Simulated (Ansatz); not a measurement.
Reactions of `BBO[SiH](C)F`.

Isolated molecules relaxed with PBE0-D4/def2-TZVP in Ansatz; ΔE leaves out vibrations. CCSD(T)/CBS is the MP2 limit (def2-TZVPP, def2-QZVPP) plus CCSD(T) − MP2 in def2-TZVPP, frozen cores. This one scheme is used for every species. def2 core potentials past Kr. For Br, Te outer-core shells are correlated without core-valence functions, which leaves a few kJ/mol of doubt a bond. Scalar relativity is left out up to krypton. Each species was taken in one conformer, which may not be the lowest.

| reaction | CCSD/CBS(def2) (kJ/mol) |
| --- | --- |
| `BBO[SiH](C)F` + `OCO` → `BOCO` + `BO[SiH](C)F` | -161 |
| `BBO[SiH](C)F` + `N[SiH2][TeH]` → `B[Te][SiH2]N` + `BO[SiH](C)F` | -92 |
| `BBO[SiH](C)F` + HCl → `BBCl` + `C[SiH](O)F` | 30 |
| `BBO[SiH](C)F` + HBr → `C[SiH](F)Br` + `BBO` | 6 |
| `BBO[SiH](C)F` + ethylene → `BBC=C` + `C[SiH](O)F` | 100 |
| `BBO[SiH](C)F` + `CN[SiH2]Cl` → `BN(C)[SiH2]Cl` + `BO[SiH](C)F` | -159 |
| `BBO[SiH](C)F` + acetic acid → `BOC(C)=O` + `BO[SiH](C)F` | -131 |
| `BBO[SiH](C)F` + `NCCN` → `BNCCN` + `BO[SiH](C)F` | -183 |
| `BBO[SiH](C)F` + `N[SiH](O)O` → `C[SiH](F)N[SiH](O)O` + `BBO` | 30 |
| `BBO[SiH](C)F` + H–F → `C[SiH](F)F` + `BBO` | -47 |

(1) Give the CCSD(T)/CBS values in the same order. (Estimate.)

Largest T1 diagnostic: 0.015, for `BOC(C)=O`.

Answers

(1) Computed: -162, -99, 29, 4, 98, -163, -132, -186, 28, -46 kJ/mol.
